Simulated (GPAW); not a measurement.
# CdSe (Cadmoselite) (P6_3mc) in GPAW: single point with PBE

Aim: the single point of CdSe (Cadmoselite) with PBE.

All numbers are computed with GPAW 26.7.0; they aren't measurements. Logs are shortened: lines on timing, memory, paths and dates and some standing lists are left out, and cuts for length are marked. The log counts tension as positive stress, the text compression.

**Experimental background.**

From a printed reference work, data compilation, for a bulk crystal of CdSe at 2 K: band gap 1.841 eV.

How close the calculation comes is told below.

## 1. The structure

It takes space group P6_3mc (No. 186, hexagonal). The conventional cell has a = 4.300 Å, b = 4.300 Å, c = 7.020 Å, α = 90.00°, β = 90.00°, γ = 120.00°. Cd (site symmetry 3m) has 4 Se at 2.61 to 2.70 Å as nearest neighbours. Se (site symmetry 3m) has 4 Cd at 2.61 to 2.70 Å as nearest neighbours.

## 2. Single point, PBE

Input file run.py:

```python
from ase.dft.bandgap import bandgap
from ase.io import read, write
from ase.units import GPa
from gpaw import GPAW, PW

atoms = read('POSCAR')

calc = GPAW(mode=PW(500),
            xc='PBE',
            kpts={'size': (6, 6, 3), 'gamma': True},
            occupations={'name': 'fermi-dirac', 'width': 0.05},
            nbands=31,
            maxiter=120,
            txt='gpaw.txt')
atoms.calc = calc
energy = atoms.get_potential_energy()
forces = atoms.get_forces()
stress = atoms.get_stress()
calc.write('gs.gpw')
write('result.traj', atoms)
print(f'Energy: {energy:.6f} eV')
print('Forces (eV/A):')
print(forces.round(4))
print('Stress (GPa):', (stress / GPa).round(3))
print('Fermi level:', round(calc.get_fermi_level(), 4), 'eV')
print(f'Gap: {bandgap(calc)[0]:.4f} eV, direct: {bandgap(calc, direct=True)[0]:.4f} eV')
```

Input file POSCAR:

```
CdSe
1.0
    4.3000000000      0.0000000000      0.0000000000
   -2.1500000000      3.7239092363      0.0000000000
    0.0000000000      0.0000000000      7.0200000000
Cd Se
2 2
Direct
    0.6666666667      0.3333333333      0.5000000000
    0.3333333333      0.6666666667      0.0000000000
    0.6666666667      0.3333333333      0.8850000000
    0.3333333333      0.6666666667      0.3850000000
```

Potentials or basis: GPAW PAW data sets (gpaw-data 1.2.1), pw.

Launch:

```sh
OMP_NUM_THREADS=1 python run.py
```

gpaw.txt:

```text
__  _  _
 | _ |_)|_||  |
 |__||  | ||/\| - 26.7.0

Input parameters:
  mode=PW(ecut=500.0),
  kpts=MonkhorstPack(size=(6, 6, 3), gamma=True),
  maxiter=120,
  nbands=31,
  occupations=Occupations(name='fermi-dirac', width=0.05),
  xc=XC(name='PBE')

Diagonalizing LCAO Hamiltonian
Converting LCAO to pw mode

            Se

        Se  Cd

        Cd

Atoms  # Å, Bohr magnetons
|   | symbol |         x |        y |        z |    initial magnetic moments |
|---|--------|-----------|----------|----------|-----------------------------|
| 0 |     Cd |  2.150000 | 1.241303 | 3.510000 | ( 0.0000,  0.0000,  0.0000) |
| 1 |     Cd | -0.000000 | 2.482606 | 0.000000 | ( 0.0000,  0.0000,  0.0000) |
| 2 |     Se |  2.150000 | 1.241303 | 6.212700 | ( 0.0000,  0.0000,  0.0000) |
| 3 |     Se | -0.000000 | 2.482606 | 2.702700 | ( 0.0000,  0.0000,  0.0000) |

Unit cell  # Å
| periodic |         x |        y |        z |  lengths |     angles |
|----------|-----------|----------|----------|----------|------------|
|      yes |  4.300000 | 0.000000 | 0.000000 | 4.300000 |  90.000000 |
|      yes | -2.150000 | 3.723909 | 0.000000 | 4.300000 |  90.000000 |
|      yes |  0.000000 | 0.000000 | 7.020000 | 7.020000 | 120.000000 |

Number of symmetries: 6
Symmetry operations  # r_c * U_cc + t_c -> r_c
|   | kind |            matrix            |
|---|------|------------------------------|
| 0 |  σ   |  1, 1, 0,  0,-1, 0,  0, 0, 1 |
| 1 |  E   |  1, 0, 0,  0, 1, 0,  0, 0, 1 |
| 2 |  C3  |  0, 1, 0, -1,-1, 0,  0, 0, 1 |
| 3 |  σ   |  0,-1, 0, -1, 0, 0,  0, 0, 1 |
| 4 |  σ   | -1, 0, 0,  1, 1, 0,  0, 0, 1 |
| 5 |  C3  | -1,-1, 0,  1, 0, 0,  0, 0, 1 |

BZ-sampling:
  Number of BZ points: 108
  Number of IBZ points: 17

  Monkhorst-Pack size: [6, 6, 3]
  Monkhorst-Pack shift: [0.08333333333333333, 0.08333333333333333, 0.0]

K-points  # in reciprocal-cell coordinates
|     |                                coordinates |     weight |
|-----|--------------------------------------------|------------|
|   0 | (  0.00000000,   0.00000000,   0.00000000) | 0.00925926 |
|   1 | (  0.00000000,   0.00000000,   0.33333333) | 0.01851852 |
|   2 | (  0.16666667,   0.00000000,  -0.33333333) | 0.05555556 |
|   3 | (  0.16666667,   0.00000000,   0.00000000) | 0.05555556 |
|   4 | (  0.16666667,   0.00000000,   0.33333333) | 0.05555556 |
|   5 | (  0.33333333,  -0.16666667,   0.00000000) | 0.05555556 |
|   6 | (  0.33333333,  -0.16666667,   0.33333333) | 0.11111111 |
|   7 | (  0.33333333,   0.00000000,  -0.33333333) | 0.05555556 |
|   8 | (  0.33333333,   0.00000000,   0.00000000) | 0.05555556 |
|   9 | (  0.33333333,   0.00000000,   0.33333333) | 0.05555556 |
| ... |                                            |            |
|  16 | (  0.50000000,   0.50000000,   0.33333333) | 0.05555556 |

Plane wave coefficients: 2882
Cutoff: 500.0 eV

Spin-components: 1 (collinear spins)
Bands:           31
Projectors:      22
Spin-degeneracy: 2
Datatype:        complex128

Parallelization:
  kpt:    1
  domain: 1
  band:   1

Density:
  Valence electrons: 36.0
  Components: 1
  Grid points: [24 24 40]
  Charge: 0.0  # |e|

Potential:
  Grid points: [24 24 40]

species:
  Cd:
    name:    Cadmium
    Z:       48.0
    valence: 12
    core:    36
    charge:  0.0  # [|e|]
    compensation charges:
      type: gauss
      rc: 0.38  # [Å]
      lmax: 2
    cutoffs:
      filter: 2.12  # [Å]
      core: 2.62  # [Å]
    projectors
    | kind |    occ | energy [eV] | rcut [Å] |
    |------|--------|-------------|----------|
    |   5s |  2.000 |      -5.655 |    1.191 |
    |   5p |  0.000 |      -1.186 |    1.228 |
    |   4d | 10.000 |     -11.739 |    1.164 |
    |    s |        |      21.556 |    1.191 |
    |    p |        |      26.026 |    1.228 |
    |    d |        |      15.473 |    1.164 |

    Using partial waves for Cd as LCAO basis

  Se:
    name:    Selenium
    Z:       34.0
    valence: 6
    core:    28
    charge:  0.0  # [|e|]
    compensation charges:
      type: gauss
      rc: 0.27  # [Å]
      lmax: 2
    cutoffs:
      filter: 1.77  # [Å]
      core: 2.67  # [Å]
    projectors
    | kind |    occ | energy [eV] | rcut [Å] |
    |------|--------|-------------|----------|
    |   4s |  2.000 |     -17.277 |    0.847 |
    |   4p |  4.000 |      -6.512 |    1.005 |
    |    s |        |       9.935 |    0.847 |
    |    p |        |      20.699 |    1.005 |
    |    d |        |       0.000 |    0.847 |

    Using partial waves for Se as LCAO basis

Reference energy: -436553.300934  # eV

eigensolver:
  PPCG
  Converge bands: occupied
  niter=2

density mixing:
  MSR1-Mixer
  Pratt-step length: 0.05
  Maximum mixing coefficient: 0.75
  Old densities: 10
  SVD Regularization: 0.005
  Good broyden scale: 1.0
  Trust region scale: 1.0
  Backstep threshold: 4.0
  History deletion threshold: 6.0
  Fourier metric: weight=20.0, sigma=0.015

occupation numbers:
  Fermi-Dirac:
    width: 0.0500  # eV

poisson solver:
  ecut: 4000.0  # eV

xc functional:
  name: PBE with 2 nearest neighbor stencil

convergence criteria:
- Maximum [total energy] change in last 3 cyles: 0.0005 eV / valence electron
- Maximum integral of absolute [dens]ity change: 0.0001 electrons / valence electron
- Maximum integral of absolute [eigenst]ate change: 4e-08 eV^2 / valence electron
maximum number of iterations: 120

SCF iterations
|iter     | |      energy | eigst |  dens |
|---------|-|-------------|-------|-------|
|iter:   1| |  -11.994222 | -0.63 |       |
|iter:   2| |  -11.841740 | -2.52 | -1.17 |
|iter:   3| |  -11.292657 | -1.51 | -1.22 |
|iter:   4| |  -11.290428 | -3.32 | -1.79 |
|iter:   5| |  -11.289825c| -3.77 | -2.24 |
|iter:   6| |  -11.289893c| -5.18 | -2.94 |
|iter:   7| |  -11.289901c| -6.48 | -3.53 |
|iter:   8| |  -11.289900c| -7.30 | -4.33c|
|iter:   9| |  -11.289900c| -7.86c| -4.76c|

Converged in 9 steps
Energy contributions relative to reference atoms: (reference = -436553.300934)

Energy contributions:
  Kinetic:          41.238018
  Coulomb:         -37.086570
  Zero:              0.093302
  External:          0.000000
  Xc:              -15.534638
  Entropy:          -0.000025
  Spinorbit:         0.000000
  ----------------------------
  Free energy:     -11.289913
  Extrapolated:    -11.289900

dipole moment: (0.000005, 0.000010, -18.329456)  # |e|*Ang

Fermi level: 4.007
Eigenvalues  # (at kpt = [0.000, 0.000, 0.000])
| band index |      eig [eV] | occ [0-2] |
|------------|---------------|-----------|
|          0 |        -8.965 |     2.000 |
|        ... |               |           |
|         10 |        -3.835 |     2.000 |
|         11 |        -3.553 |     2.000 |
|         12 |        -0.618 |     2.000 |
|         13 |         2.908 |     2.000 |
|         14 |         2.908 |     2.000 |
|         15 |         3.619 |     1.999 |
[... 8 lines left out ...]
|         24 |        10.605 |     0.000 |
|         25 |        11.333 |     0.000 |
|        ... |               |           |
|         30 |        14.641 |     0.000 |

Gap: 0.696 eV
Transition (v -> c):
  (s=0, k=0, n=17, [0.00, 0.00, 0.00]) -> (s=0, k=0, n=18, [0.00, 0.00, 0.00])
No difference between direct/indirect transitions

Forces  # eV/Ang
|        x |       y |        z |
|----------|---------|----------|
| -0.00000 | 0.00000 |  0.28164 |  # Cd   0
|  0.00000 | 0.00000 |  0.28211 |  # Cd   1
| -0.00000 | 0.00000 | -0.28175 |  # Se   2
|  0.00000 | 0.00000 | -0.28202 |  # Se   3

Stress tensor  # eV/Ang^3
|         x |         y |         z |
|-----------|-----------|-----------|
| -0.019996 | -0.000000 |  0.000000 |
|  0.000000 | -0.019996 |  0.000000 |
|  0.000000 |  0.000000 | -0.007538 |

# Writing to gs.gpw (mode='')
```

Wall time 29 s (1 thread of Arm Neoverse V1, shared host); peak memory 0.19 GiB.

What came out:

| Quantity | Value |
| --- | --- |
| Free energy | -11.2899 eV |
| Pressure | 2.5 GPa |
| Largest force | 0.282 eV/Å |
| Band gap on the k mesh | 0.70 eV, direct |

Forces on the atoms (eV/Å):
```
Cd   0.000  0.000  0.282
Cd   0.000  0.000  0.282
Se   0.000  0.000 -0.282
Se   0.000  0.000 -0.282
```

Levels at points of the mesh, in eV from the valence-band top:
| k point | band 16 | band 17 | band 18 | band 19 | band 20 | band 21 |
| --- | --- | --- | --- | --- | --- | --- |
| (0.00, 0.00, 0.00) | -0.01 | 0.00 | 0.00 | 0.70 | 2.11 | 5.86 |
| (0.50, 0.50, 0.00) | -1.87 | -1.24 | -0.84 | 3.22 | 3.31 | 4.80 |

Caveat: the cutoff is short for stress and forces, so pressures can be off by a GPa or more.

## 3. How close it comes

Step 2. Against the measured gap of CdSe, 1.841 eV (2 K; a printed reference work, data compilation), the calculated 0.70 eV is off by -1.15 eV. So large a miss can be the level of theory's own, or it may mean another phase, state or a wrong row. Spin-orbit coupling on Cd, Se is left out. The value is that of PBE, without temperature or zero-point motion. Semilocal functionals fall short of measured gaps as a rule.
